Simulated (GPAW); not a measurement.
MnO:

```
Mn O
1.0
     2.97129   -1.71698    0.00000
     2.97129    1.71698    0.00000
    -1.98463    0.00000    2.81031
Mn O
1 1
Direct
  0.50020 0.50020 0.50067
  0.74980 0.74980 0.24934
```

The cell comes from a database or a generator and needn't be the stable form of this composition.

Base run:

- Program: GPAW 26.7.0
- Functional: LDA
- Potentials or basis: the program's PAW data sets (release 1.2.1) made for this functional
- Cutoff: 800 eV
- Basis: pw
- k mesh: 7 × 7 × 7
- Occupations: fermi-dirac, width 0.05 eV
- Spin: collinear spin, ferromagnetic start
- Starting moments: [4.0, 0.0] μB

Its results: pressure -12.2 GPa; net moment 4.94 μB per cell; site moments Mn +4.27; O +0.15 μB.

Question: After a change of settings the same cell gave: pressure 1.3 GPa; net moment 5.00 μB per cell; site moments Mn +4.36; O +0.14 μB. Which change was it?
A. functional from LDA to PBEsol; potentials or basis from the program's PAW data sets (release 1.2.1) made for this functional to PAW data sets generated in the run's folder for this functional
B. functional from LDA to PBE; potentials or basis from the program's PAW data sets (release 1.2.1) made for this functional to GPAW PAW data sets (gpaw-data 1.2.1)
C. functional from LDA to RPBE

Answer: C.

RPBE binds less tightly than LDA, so the same cell stands under more pressure.

Caveats: a cell with one magnetic atom can't hold antiferromagnetic order, which such compounds often take.
